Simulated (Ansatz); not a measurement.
Input and command of a plane-wave DFT calculation in Ansatz:

```yaml
crystal:
  lattice:
    - [5.2760331014, 0.0, 0.0]
    - [-2.6380165507, 4.569178697, 0.0]
    - [0.0, 0.0, 8.6117222801]
  atoms:
    - { symbol: Si, position: [0.3333333333, 0.6666666667, 0.0624424152] }
    - { symbol: Si, position: [0.6666666667, 0.3333333333, 0.5624424152] }
    - { symbol: Si, position: [0.3333333333, 0.6666666667, 0.4375575848] }
    - { symbol: Si, position: [0.6666666667, 0.3333333333, 0.9375575848] }
    - { symbol: O, position: [0.3333333333, 0.6666666667, 0.25] }
    - { symbol: O, position: [0.6666666667, 0.3333333333, 0.75] }
    - { symbol: O, position: [0.5, 0.0, 0.0] }
    - { symbol: O, position: [0.5, 0.5, 0.5] }
    - { symbol: O, position: [0.0, 0.5, 0.0] }
    - { symbol: O, position: [0.5, 0.0, 0.5] }
    - { symbol: O, position: [0.5, 0.5, 0.0] }
    - { symbol: O, position: [0.0, 0.5, 0.5] }
basis:
  ecutwfc: 420
kpoints:
  mp_grid: { grid: [6, 6, 4] }
  band_path:
    path:
      - [[0.0, 0.0, 0.0], [0.5, 0.0, 0.0], [0.33333333, 0.33333333, 0.0], [0.0, 0.0, 0.0], [0.0, 0.0, 0.5], [0.5, 0.0, 0.5], [0.33333333, 0.33333333, 0.5], [0.0, 0.0, 0.5]]
      - [[0.5, 0.0, 0.5], [0.5, 0.0, 0.0]]
      - [[0.33333333, 0.33333333, 0.5], [0.33333333, 0.33333333, 0.0]]
    npoints: 10
hamiltonian:
  xc: pbe
scf:
  occupations: { method: gaussian, width: 0.02 }
  n_extra_bands: 30
output:
  forces: true
  stress: true
  eigenvalues: true
  populations: true
  dos: { projected: true, de: 0.02, nscf_kmesh: { grid: [9, 9, 6] } }
  bader: false
  write_density: true
  write_potential: true
  elf: true
  volumetric_format: npy
```

```bash
ansatz run input.yaml --threads 2 --pin off --max-ram 5120MiB --backend cpu --events-out ev --progress --plain --runs-dir out
```

Processor: Arm Neoverse V1, 2 threads, on a host shared with other jobs.

Question: How long does it run, and how much memory does it take?

Answer: About 51 s on 2 threads of Arm Neoverse V1, on a shared host, peak memory 0.86 GiB. It solves 62 bands at 21 k points (the mesh reduced by the symmetry that the task leaves, which can be less than the crystal's) with about 4043 plane waves, in 7 SCF iterations.
